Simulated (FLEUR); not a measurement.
# C (Fd-3m) in FLEUR: notebook, part 2 of 2

FLEUR MaX-R8.1 (later development tree).

### Step 6. Equation of state, r2SCAN, 5.90 Å³/atom (volume scaled by 1.04)

Contents of inp.xml:

```xml
<?xml version="1.0" encoding="UTF-8" standalone="no"?>
<fleurInput fleurInputVersion="0.39">
   <comment>
      C                                                                                                   
   </comment>
   <calculationSetup>
      <cutoffs Kmax="5.5" Gmax="17.0" GmaxXC="17.0" numbands="0"/>
      <scfLoop itmax="60" minDistance="0.00001" maxIterBroyd="15" imix="Anderson" alpha="0.05" precondParam="0.0" spinf="2.0" sdNocoIR="T"/>
      <coreElectrons ctail="F" frcor="F" kcrel="0" coretail_lmax="0"/>
      <xcFunctional name="LibXC" relativisticCorrections="F">
         <LibXCName exchange="mgga_x_r2scan" correlation="mgga_c_r2scan"/>
         <AuxGGA exchange="117" correlation="130"/>
      </xcFunctional>
      <magnetism jspins="1"/>
      <soc l_soc="F" theta="0.0" phi="0.0" spav="F"/>
      <expertModes spex="0" secvar="F"/>
      <geometryOptimization l_f="F" forcealpha="1.0" forcemix="BFGS" epsdisp="0.00001" epsforce="0.00001"/>
      <ldaU l_linMix="F" mixParam="0.05" spinf="1.0"/>
   </calculationSetup>
   <cell>
      <bzIntegration valenceElectrons="8.0" mode="hist" fermiSmearingEnergy="0.00183747">
         <kPointListSelection listName="default-1"/>
         <!-- k-points included here -->
         <xi:include xmlns:xi="http://www.w3.org/2001/XInclude" href="kpts.xml"> </xi:include>
      </bzIntegration>
      <!-- symmetry operations included here -->
      <xi:include xmlns:xi="http://www.w3.org/2001/XInclude" href="sym.xml"> </xi:include>
      <bulkLattice scale="1.0131594038">
         <bravaisMatrix>
            <row-1>    0.0000000000000000     3.3700808788279017     3.3700808788279017</row-1>
            <row-2>    3.3700808788279017     0.0000000000000000     3.3700808788279017</row-2>
            <row-3>    3.3700808788279017     3.3700808788279017     0.0000000000000000</row-3>
         </bravaisMatrix>
      </bulkLattice>
   </cell>
   <atomSpecies>
      <species name="Carbon (C)" element="C" atomicNumber="6">
         <mtSphere radius="1.31" gridPoints="447" logIncrement="0.023"/>
         <atomicCutoffs lmax="8" lnonsphr="6"/>
         <electronConfig flipSpins="F">
            <coreConfig>(1s1/2)</coreConfig>
            <valenceConfig>(2s1/2) (2p1/2) (2p3/2)</valenceConfig>
            <stateOccupation state="(2p1/2)" spinUp="0.333333" spinDown="0.333333"/>
            <stateOccupation state="(2p3/2)" spinUp="0.666667" spinDown="0.666667"/>
         </electronConfig>
         <energyParameters s="2" p="2" d="3" f="4"/>
         <lo type="SCLO" l="0" n="2" eDeriv="2"/>
         <lo type="SCLO" l="1" n="2" eDeriv="2"/>
         <lo type="SCLO" l="2" n="3" eDeriv="2"/>
      </species>
   </atomSpecies>
   <atomGroups>
      <atomGroup species="Carbon (C)">
         <relPos label="                   1">-3.000/8.000 -3.000/8.000 -3.000/8.000</relPos>
         <relPos label="                   2">3.000/8.000 3.000/8.000 3.000/8.000</relPos>
         <force calculate="T" relaxXYZ="TTT"/>
      </atomGroup>
   </atomGroups>
   <output dos="F" band="F" slice="F">
      <checks vchk="F" cdinf="F"/>
      <bandDOS minEnergy="-.5*Htr" maxEnergy="0.5*Htr" sigma="0.015" storeEVData="T"/>
      <vacuumDOS vacdos="F" integ="F" star="F" nstars="0" locx1="0.0" locy1="0.0" locx2="0.0" locy2="0.0" nstm="0" tworkf="0.0"/>
      <unfoldingBand unfoldBand="F" supercellX="1" supercellY="1" supercellZ="1"/>
      <plotting iplot="0" polar="F">
         <plot TwoD="T" vec1="  1.0  0.0  0.0" vec2="  0.0  1.0  0.0" vec3="  0.0  0.0  1.0" zero="  0.0  0.0  0.0" file="plot"/>
      </plotting>
      <chargeDensitySlicing numkpt="0" minEigenval="0.0" maxEigenval="0.0" nnne="0" pallst="F"/>
      <specialOutput eonly="F"/>
      <moessbauerParams electricFieldGradient="T" isomerShift="T" coreHyperfine="T" valenceHyperfine="T"/>
      <magneticCircularDichroism mcd="F" energyLo="-10.0" energyUp="0.0"/>
   </output>
  <!-- We include the file relax.xml here to enable relaxations (see documentation) -->
  <xi:include xmlns:xi="http://www.w3.org/2001/XInclude" href="relax.xml"> <xi:fallback/> </xi:include>
</fleurInput>
```

Potentials or basis: all-electron, FLAPW.

Started as:

```sh
$ inpgen -f crystal.txt -profile fastHighL
$ # inp.xml edited to the form shown
$ fleur_MPI
```

It took 14 s on 1 thread of Arm Neoverse V2, shared host; peak memory 0.09 GiB.

Results (log left out):

- Free energy: -2074.9089 eV
- Band gap on the k mesh: 4.27 eV, indirect (least direct gap 5.76 eV)
- Valence electrons inside the program's atomic spheres: C 1.92 (radii C 1.31 bohr)

Caveat: the meta-GGA is that of a development version, with a GGA for the radial functions and cores and without core tails; an odd mesh through Γ misses points on the zone boundary, where band edges often lie.

### Step 7. Equation of state, r2SCAN, 6.01 Å³/atom (volume scaled by 1.06)

Changes to inp.xml since step 6:

```diff
@@ -27,3 +27,3 @@
       <xi:include xmlns:xi="http://www.w3.org/2001/XInclude" href="sym.xml"> </xi:include>
-      <bulkLattice scale="1.0131594038">
+      <bulkLattice scale="1.0196128224">
          <bravaisMatrix>
```

Started as:

```sh
$ inpgen -f crystal.txt -profile fastHighL
$ # inp.xml edited to the form shown
$ fleur_MPI
```

Run time: 14 s. Hardware: 1 thread of Arm Neoverse V2, shared host; peak memory 0.09 GiB.

Results (log left out):

```yaml
Free_energy: -2074.8774 eV
Band_gap_on_the_k_mesh: 4.23 eV, indirect (least direct gap 5.71 eV)
Valence_electrons_inside_the_program's_atomic_spheres: C 1.90 (radii C 1.31 bohr)
```

Caveat: the meta-GGA is that of a development version, with a GGA for the radial functions and cores and without core tails; an odd mesh through Γ misses points on the zone boundary, where band edges often lie.

### Step 8. Equation of state, r2SCAN

Potentials or basis: all-electron, FLAPW.

This step only gathers the single runs of the series.

What came out:

- Equilibrium volume: 5.64 Å³/atom
- Bulk modulus: 451 GPa

Energy against volume, from the lowest point:
| volume (Å³/atom) | energy (meV/atom) |
| --- | --- |
| 5.332 | 25.67 |
| 5.445 | 9.75 |
| 5.672 | 0.00 |
| 5.899 | 15.31 |
| 6.012 | 31.01 |

Caveat: the meta-GGA is that of a development version, with a GGA for the radial functions and cores and without core tails.

### Step 9. How close it comes

Step 8. Against the measured bulk modulus of C, 444.8 GPa (quoted in “Equation of state of cubic boron nitride at high pressures and temperatures”, 2007, arxiv:cond-mat/0702656), the calculated 451 GPa is off by +1.5 %. 3 values of this kind are on record (442 to 444.8 GPa); this one was drawn at random among those near their median, those with a stated uncertainty first. The fit is for a static lattice scaled at fixed shape and fixed fractional positions. The cell as given is a measured one (5.67 Å³/atom); r2SCAN puts the equilibrium volume -0.6 % from it, thermal expansion not counted.
